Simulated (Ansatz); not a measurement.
Results of r²SCAN+rVV10 (plane waves, PAW; Ansatz, a first-principles code) for wurtzite BeO.

Settings: plane-wave cutoff 500 eV, 18×18×8 k mesh (along the axes of the cell as run), gaussian smearing 0.02 eV, scalar-relativistic PAW data made under PBE.

Computed at the level's own relaxed cell.

**Question.** What does this level give for the volume per atom, equilibrium lattice constant a, lattice parameter c and band gap?

**Answer.** 
- volume per atom = 6.82 Å³/atom
- equilibrium lattice constant a = 2.686 Å
- lattice parameter c = 4.364 Å
- band gap = 8.54 eV (on the SCF k mesh)

Measured, for comparison: band gap 11.29 eV (zero-point renormalisation of 699 meV (computed, non-adiabatic AHC, without the lattice-expansion part) added back here; inputs from Miglio et al. (2020), arXiv:2011.12765); lattice constant a 2.698 Å, lattice parameter c 4.377 Å (temperature not stated, no zero-point or thermal correction; as tabulated in Wikipedia's data pages). Computed (rounded) less measured: band gap -2.75 eV, lattice constant a -0.4 %, lattice parameter c -0.3 %. A static lattice is as a rule a little smaller and stiffer than an uncorrected measurement, which can account for part of this.

The computed numbers hold no vibrational or temperature effects.
